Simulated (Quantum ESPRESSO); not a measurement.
# Collinear magnetic orders of CrO2 with Quantum ESPRESSO

Aim: find out which collinear order of CrO2 costs least.

Program: Quantum ESPRESSO 7.5. Level of theory: PBE with U = 2.1 eV on Cr d (ortho-atomic projectors); plane waves with GBRV 1.5 PBE potentials, no spin-orbit coupling. Results are calculated unless marked as measured.

## Step 1: Set-up

Symmetry: Pnnm, No. 58, orthorhombic system. Conventional cell: a = 4.448 Å, b = 4.529 Å, c = 2.986 Å, α = 90.00°, β = 90.00°, γ = 90.00°. Cr has 6 O at 1.92 to 1.95 Å nearest. Nearest to O lie 3 Cr at 1.92 to 1.95 Å. Farther neighbours and most contacts between anions are not listed.

The cell comes from Materials Project 2023-11-01, a database of computed structures, and need not be the stable phase.

## Step 2: Start 1: ferro ++

The signs are those of the starting moments on the seeded atoms, the atoms that are given a moment.

Contents of pw.in:

```
&CONTROL
  calculation = 'scf'
  prefix = 'pwscf'
  outdir = './tmp'
  pseudo_dir = './pseudo'
  disk_io = 'nowf'
  tprnfor = .true.
  tstress = .true.
/
&SYSTEM
  ibrav = 0
  celldm(1) = 8
  nat = 6
  ntyp = 2
  ecutwfc = 40
  ecutrho = 280
  nbnd = 39
  occupations = 'smearing'
  smearing = 'fd'
  degauss = 0.00999582
  nspin = 2
  starting_magnetization(1) = 0.2143
  starting_magnetization(2) = 0
/
&ELECTRONS
  conv_thr = 1.2d-08
  electron_maxstep = 150
  mixing_beta = 0.3
/
ATOMIC_SPECIES
Cr     51.9961 cr_pbe_v1.5.uspp.F.UPF
O      15.9990 o_pbe_v1.2.uspp.F.UPF
CELL_PARAMETERS alat
   1.0506997738550    0.0000000000000    0.0000000000000
   0.0000000000000    1.0698767145913    0.0000000000000
   0.0000000000000    0.0000000000000    0.7053317722490
ATOMIC_POSITIONS crystal
Cr      0.5000000000    0.5000000000    0.5000000000
Cr      0.0000000000    0.0000000000    0.0000000000
O       0.7929690000    0.1898170000    0.5000000000
O       0.2070310000    0.8101830000    0.5000000000
O       0.7070310000    0.6898170000    0.0000000000
O       0.2929690000    0.3101830000    0.0000000000
K_POINTS automatic
8 8 8 0 0 0
HUBBARD {ortho-atomic}
U Cr-3d 2.1000
```

On the command line:

```bash
OMP_NUM_THREADS=1 mpirun -n 2 pw.x -nk 2 -in pw.in > pw.out
```

Log:

```text
Program PWSCF v.7.5 starts

     Message from routine setup:
     using ibrav=0 with symmetry is DISCOURAGED, use correct ibrav instead

     K-points division:     npool     =       2
     Subspace diagonalization in iterative solution of the eigenvalue problem:

     G-vector sticks info
     --------------------
     sticks:   dense  smooth     PW     G-vecs:    dense   smooth      PW
     Sum        1597     915    293                32071    13929    2465

     Using Slab Decomposition

     bravais-lattice index     =            0
     lattice parameter (alat)  =       8.0000  a.u.
     unit-cell volume          =     405.9530 (a.u.)^3
     number of atoms/cell      =            6
     number of atomic types    =            2
     number of electrons       =        52.00
     number of Kohn-Sham states=           39
     kinetic-energy cutoff     =      40.0000  Ry
     charge density cutoff     =     280.0000  Ry
     scf convergence threshold =      1.2E-08
     mixing beta               =       0.3000
     number of iterations used =            8  plain     mixing
     Exchange-correlation= SLA  PW   PBE  PBE
                           (   1   4   3   4   0   0   0)
     Hubbard projectors: ortho-atomic
     Hubbard parameters of DFT+U (Dudarev formulation) in eV:
     U(Cr-3d) =  2.1000

     Internal variables: lda_plus_u =T, lda_plus_u_kind = 0

     Internal variables: orbital_resolved =F, hub_pot_fix =F, apply_U = F

     celldm(1)=   8.000000  celldm(2)=   0.000000  celldm(3)=   0.000000
     celldm(4)=   0.000000  celldm(5)=   0.000000  celldm(6)=   0.000000

     crystal axes: (cart. coord. in units of alat)
               a(1) = (   1.050700   0.000000   0.000000 )
               a(2) = (   0.000000   1.069877   0.000000 )
               a(3) = (   0.000000   0.000000   0.705332 )

     reciprocal axes: (cart. coord. in units 2 pi/alat)
               b(1) = (  0.951747  0.000000  0.000000 )
               b(2) = (  0.000000  0.934687  0.000000 )
               b(3) = (  0.000000  0.000000  1.417773 )

     PseudoPot. # 1 for Cr read from file:
     cr_pbe_v1.5.uspp.F.UPF
     Pseudo is Ultrasoft + core correction, Zval = 14.0
     Generated by new atomic code, or converted to UPF format
     Using radial grid of  857 points,  6 beta functions with:
                l(1) =   0
                l(2) =   0
                l(3) =   1
                l(4) =   1
                l(5) =   2
                l(6) =   2
     Q(r) pseudized with  8 coefficients,  rinner =    0.950   0.950   0.950
                                                       0.950   0.950

     PseudoPot. # 2 for O  read from file:
     o_pbe_v1.2.uspp.F.UPF
     Pseudo is Ultrasoft + core correction, Zval =  6.0
     Generated by new atomic code, or converted to UPF format
     Using radial grid of  737 points,  5 beta functions with:
                l(1) =   0
                l(2) =   0
                l(3) =   1
                l(4) =   1
                l(5) =   2
     Q(r) pseudized with  8 coefficients,  rinner =    0.900   0.900   0.900
                                                       0.900   0.900

     atomic species   valence    mass     pseudopotential
     Cr               14.00    51.99610     Cr( 1.00)
     O                 6.00    15.99900     O ( 1.00)

     Starting magnetic structure
     atomic species   magnetization
     Cr              0.214
     O               0.000

      8 Sym. Ops., with inversion, found ( 4 have fractional translation)

   Cartesian axes

     site n.     atom                  positions (alat units)
         1        Cr     tau(   1) = (   0.5253499   0.5349384   0.3526659  )
         2        Cr     tau(   2) = (   0.0000000   0.0000000   0.0000000  )
         3        O      tau(   3) = (   0.8331723   0.2030808   0.3526659  )
         4        O      tau(   4) = (   0.2175274   0.8667959   0.3526659  )
         5        O      tau(   5) = (   0.7428773   0.7380191   0.0000000  )
         6        O      tau(   6) = (   0.3078225   0.3318576   0.0000000  )

     number of k points=   125  Fermi-Dirac smearing, width (Ry)=  0.0100

     Number of k-points >= 100: set verbosity='high' to print them.

     Dense  grid:    32071 G-vectors     FFT dimensions: (  48,  48,  32)

     Smooth grid:    13929 G-vectors     FFT dimensions: (  36,  36,  24)

     Check: negative core charge=   -0.000007
     Generating pointlists ...
     new r_m :   0.1867 (alat units)  1.4937 (a.u.) for type    1
     new r_m :   0.1867 (alat units)  1.4937 (a.u.) for type    2

     Initial potential from superposition of free atoms

     starting charge      50.0000, renormalised to      52.0000

     negative rho (up, down):  2.226E-03 1.435E-03

     STARTING HUBBARD OCCUPATIONS:

     =================== HUBBARD OCCUPATIONS ===================
     ------------------------ ATOM    1 ------------------------
     Tr[ns(  1)] (up, down, total) =   3.40000  0.00000  3.40000
     Atomic magnetic moment for atom   1 =   3.40000
     [... lines left out ...]
     ------------------------ ATOM    2 ------------------------
     Tr[ns(  2)] (up, down, total) =   3.40000  0.00000  3.40000
     Atomic magnetic moment for atom   2 =   3.40000
     [... lines left out ...]
     Number of occupied Hubbard levels =    6.8000

     Atomic wfc used for Hubbard projectors are orthogonalized

     Starting wfcs are   36 randomized atomic wfcs +    3 random wfcs

     Self-consistent Calculation

     iteration #  1     ecut=    40.00 Ry     beta= 0.30
     Davidson diagonalization with overlap
     ethr =  1.00E-02,  avg # of iterations =  6.0

     =================== HUBBARD OCCUPATIONS ===================
     ------------------------ ATOM    1 ------------------------
     Tr[ns(  1)] (up, down, total) =   2.48191  0.38642  2.86833
     Atomic magnetic moment for atom   1 =   2.09549
     [... lines left out ...]
     ------------------------ ATOM    2 ------------------------
     Tr[ns(  2)] (up, down, total) =   2.48191  0.38642  2.86833
     Atomic magnetic moment for atom   2 =   2.09549
     [... lines left out ...]
     Number of occupied Hubbard levels =    5.7367

     negative rho (up, down):  1.987E-03 2.313E-03

     total energy              =    -479.32697297 Ry
     estimated scf accuracy    <       3.64373832 Ry

     total magnetization       =     4.00 Bohr mag/cell
     absolute magnetization    =     4.44 Bohr mag/cell

     iteration #  2     ecut=    40.00 Ry     beta= 0.30
     Davidson diagonalization with overlap
     ethr =  7.01E-03,  avg # of iterations =  1.6

     negative rho (up, down):  1.405E-03 2.543E-03

     total energy              =    -479.91910140 Ry
     estimated scf accuracy    <       1.41278884 Ry

     total magnetization       =     4.24 Bohr mag/cell
     absolute magnetization    =     5.93 Bohr mag/cell

     iteration #  3     ecut=    40.00 Ry     beta= 0.30
     Davidson diagonalization with overlap
     ethr =  2.72E-03,  avg # of iterations =  1.0

     negative rho (up, down):  5.837E-04 3.674E-03

     total energy              =    -480.12290965 Ry
     estimated scf accuracy    <       0.22111883 Ry

     total magnetization       =     4.00 Bohr mag/cell
     absolute magnetization    =     5.18 Bohr mag/cell

     [... further iterations left out ...]

     iteration # 10     ecut=    40.00 Ry     beta= 0.30
     Davidson diagonalization with overlap
     ethr =  1.08E-08,  avg # of iterations =  2.0

     negative rho (up, down):  0.000E+00 6.489E-03

     total energy              =    -480.20204454 Ry
     estimated scf accuracy    <       0.00000178 Ry

     total magnetization       =     4.00 Bohr mag/cell
     absolute magnetization    =     5.80 Bohr mag/cell

     iteration # 11     ecut=    40.00 Ry     beta= 0.30
     Davidson diagonalization with overlap
     ethr =  3.42E-09,  avg # of iterations =  1.1

     negative rho (up, down):  0.000E+00 6.495E-03

     total energy              =    -480.20204515 Ry
     estimated scf accuracy    <       0.00000056 Ry

     total magnetization       =     4.00 Bohr mag/cell
     absolute magnetization    =     5.80 Bohr mag/cell

     iteration # 12     ecut=    40.00 Ry     beta= 0.30
     Davidson diagonalization with overlap
     ethr =  1.07E-09,  avg # of iterations =  1.1

     negative rho (up, down):  0.000E+00 6.499E-03

     total energy              =    -480.20204547 Ry
     estimated scf accuracy    <       0.00000007 Ry

     total magnetization       =     4.00 Bohr mag/cell
     absolute magnetization    =     5.80 Bohr mag/cell

     iteration # 13     ecut=    40.00 Ry     beta= 0.30
     Davidson diagonalization with overlap
     ethr =  1.33E-10,  avg # of iterations =  1.5

     negative rho (up, down):  0.000E+00 6.499E-03

     Magnetic moment per site  (integrated on atomic sphere of radius R)
     atom   1 (R=0.187)  charge= 10.6157  magn=  1.9866
     atom   2 (R=0.187)  charge= 10.6157  magn=  1.9866
     atom   3 (R=0.187)  charge=  5.2811  magn= -0.2016
     atom   4 (R=0.187)  charge=  5.2811  magn= -0.2016
     atom   5 (R=0.187)  charge=  5.2811  magn= -0.2016
     atom   6 (R=0.187)  charge=  5.2811  magn= -0.2016

     End of self-consistent calculation

     =================== HUBBARD OCCUPATIONS ===================
     ------------------------ ATOM    1 ------------------------
     Tr[ns(  1)] (up, down, total) =   3.25357  0.78939  4.04296
     Atomic magnetic moment for atom   1 =   2.46417
     [... lines left out ...]
     ------------------------ ATOM    2 ------------------------
     Tr[ns(  2)] (up, down, total) =   3.25357  0.78939  4.04296
     Atomic magnetic moment for atom   2 =   2.46417
     [... lines left out ...]
     Number of occupied Hubbard levels =    8.0859

     Number of k-points >= 100: set verbosity='high' to print the bands.

     the Fermi energy is     9.5601 ev

!    total energy              =    -480.20204569 Ry
     estimated scf accuracy    <          3.3E-09 Ry
     smearing contrib. (-TS)   =      -0.00636157 Ry
     internal energy E=F+TS    =    -480.19568412 Ry

     The total energy is F=E-TS. E is the sum of the following terms:
     one-electron contribution =    -210.89059735 Ry
     hartree contribution      =     130.40251948 Ry
     xc contribution           =     -73.85615038 Ry
     ewald contribution        =    -326.07954671 Ry
     Hubbard energy            =       0.22809084 Ry

     total magnetization       =     4.00 Bohr mag/cell
     absolute magnetization    =     5.80 Bohr mag/cell

     convergence has been achieved in  13 iterations

     negative rho (up, down):  0.000E+00 6.499E-03

     Forces acting on atoms (cartesian axes, Ry/au):

     atom    1 type  1   force =     0.00000000    0.00000000    0.00000000
     atom    2 type  1   force =     0.00000000    0.00000000    0.00000000
     atom    3 type  2   force =     0.00684662   -0.00368105   -0.00000000
     atom    4 type  2   force =    -0.00684662    0.00368105   -0.00000000
     atom    5 type  2   force =    -0.00684662   -0.00368105   -0.00000000
     atom    6 type  2   force =     0.00684662    0.00368105   -0.00000000

     Total force =     0.015547     Total SCF correction =     0.000002

     Computing stress (Cartesian axis) and pressure

     negative rho (up, down):  0.000E+00 6.499E-03
          total   stress  (Ry/bohr**3)                   (kbar)     P=      -51.99
  -0.00028910   0.00000000   0.00000000          -42.53        0.00        0.00
   0.00000000  -0.00030841   0.00000000            0.00      -45.37        0.00
   0.00000000   0.00000000  -0.00046285            0.00        0.00      -68.09

=------------------------------------------------------------------------------=
   JOB DONE.
=------------------------------------------------------------------------------=
```

It took 3 min on 2 MPI ranks of Arm Neoverse V2, shared host; peak memory 0.6 GiB; 6 min of CPU time.

Spin moment in the atom's sphere by atom:

| atom | spin moment in the atom's sphere (μB) |
| --- | --- |
| Cr1 | 1.99 |
| Cr2 | 1.99 |
| O3 | -0.20 |
| O4 | -0.20 |
| O5 | -0.20 |
| O6 | -0.20 |

Read from the output:

```
smearing term TS       : 0.08655 eV
pressure               : -5.199 GPa
magnetization          : 4 μB
absolute magnetization : 5.803 μB
final state            : ferromagnetic
```

(Part 1 of 2 ends here.)

[Logs and program files are shortened in this print: banners, set-up blocks, solver, clock and traceback lines can be left out without a mark of their own.]

[Logs are printed without paths, hosts, clocks, repeated set-up lines and the standing remarks that a program may print on its own settings, such as how far it seeks lower states.]

[Hosts, paths, dates, database ids (printed as entryN), source tags and the programs' standing remarks are cut or masked in the printed files.]

[Where a cell is said to come from a database of computed structures, the database is the Materials Project.]
